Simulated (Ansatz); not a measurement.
## Response of TaN to small distortions

```
Ta N
1.0
     5.18500    0.00000    0.00000
    -2.59250    4.49034    0.00000
     0.00000    0.00000    2.90800
Ta N
3 3
Direct
  0.00000 0.00000 0.00000
  0.33333 0.66667 0.50000
  0.66667 0.33333 0.50000
  0.50000 0.00000 0.00000
  0.50000 0.50000 0.00000
  0.00000 0.50000 0.00000
```

Atoms are numbered in the order listed.

The cell comes from COD entry 1539256, which wasn't checked; take it as a given geometry.

No spin–orbit coupling, which matters for the heavy atoms here.

Computed with DFT, PBE, all-electron LAPW, scalar-relativistic (Ansatz 0.2.0).

Numerical set-up: a Γ-centred 5×5×8 k mesh, Fermi–Dirac smearing of 0.03 eV, basis error target 0.5 meV/atom, no spin polarisation.

The unchanged cell is at 10.40 GPa.

In a metal, stresses and small energies carry noise from the k mesh.

x, y and z are the Cartesian axes of the cell as listed; fractional coordinates follow a strain, and an engineering shear is twice the off-diagonal strain component.

One change gave: energy change +8 meV/atom; stress change (xx, yy, zz, yz, xz, xy) 0.28, 0.58, 0.29, -4.09, -4.09, -2.41 GPa, compression positive; change of the force on Ta2 (-0.249, -0.001, 0.024) eV/Å. Which change was it?
A. equal xy, yz and zx engineering shear strains of +3 %
B. equal xy, yz and zx engineering shear strains of +2 %
C. equal xy, yz and zx engineering shear strains of -1 %
D. equal xy, yz and zx engineering shear strains of -3 %
E. equal xy, yz and zx engineering shear strains of +1 %
F. equal xy, yz and zx engineering shear strains of -2 %

B. For equal xy, yz and zx engineering shear strains of -2 %: energy change +8 meV/atom; stress change (xx, yy, zz, yz, xz, xy) 0.28, 0.58, 0.32, 4.25, 4.25, 2.56 GPa, compression positive; change of the force on Ta2 (0.319, 0.000, 0.027) eV/Å. For equal xy, yz and zx engineering shear strains of +1 %: energy change +2 meV/atom; stress change (xx, yy, zz, yz, xz, xy) 0.07, 0.17, 0.05, -2.07, -2.07, -1.24 GPa, compression positive; change of the force on Ta2 (-0.134, 0.000, 0.006) eV/Å. For equal xy, yz and zx engineering shear strains of +3 %: energy change +17 meV/atom; stress change (xx, yy, zz, yz, xz, xy) 0.66, 1.06, 0.90, -6.06, -6.07, -3.53 GPa, compression positive; change of the force on Ta2 (-0.344, -0.002, 0.054) eV/Å. For equal xy, yz and zx engineering shear strains of -3 %: energy change +18 meV/atom; stress change (xx, yy, zz, yz, xz, xy) 0.67, 1.06, 1.01, 6.44, 6.46, 3.88 GPa, compression positive; change of the force on Ta2 (0.506, 0.000, 0.067) eV/Å. For equal xy, yz and zx engineering shear strains of -1 %: energy change +2 meV/atom; stress change (xx, yy, zz, yz, xz, xy) 0.07, 0.18, 0.05, 2.11, 2.11, 1.28 GPa, compression positive; change of the force on Ta2 (0.151, 0.000, 0.006) eV/Å.
